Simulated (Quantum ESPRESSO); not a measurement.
Crystal: Ag.

```
Ag
1.0
    -1.65565    1.65565    1.65565
     1.65565   -1.65565    1.65565
     1.65565    1.65565   -1.65565
Ag
1
Direct
  0.00000 0.00000 0.00000
```

This isn't the form of Ag at room conditions, which is fcc.

- Program: Quantum ESPRESSO 7.5
- Task: single point
- Functional: PBE
- Potentials or basis: SSSP 1.3 efficiency PBE
- Cutoff: 816 eV
- Density cutoff: 3265 eV
- k mesh: 11 × 11 × 11
- Occupations: fermi-dirac, width 0.05 eV
- Spin: no spin polarisation

On this cell: pressure -1.0 GPa; band gap on the k mesh none (metal or under the smearing width).

The same run follows on a disturbed copy (cell strained at random at fixed volume):

```
Ag
1.0
    -1.66744    1.70967    1.67800
     1.64484   -1.66248    1.60821
     1.64974    1.64478   -1.63081
Ag
1
Direct
  0.00036 0.98336 0.99733
```

Question: What does the disturbed cell give?

Answer: The energy (extrapolated to zero smearing) moves by +2.6 meV/atom; pressure -0.9 GPa; band gap on the k mesh none (metal or under the smearing width).

Stress tensor (GPa, compression positive):
```
-0.94  0.53  0.64
 0.53 -0.69 -1.55
 0.64 -1.55 -1.09
```
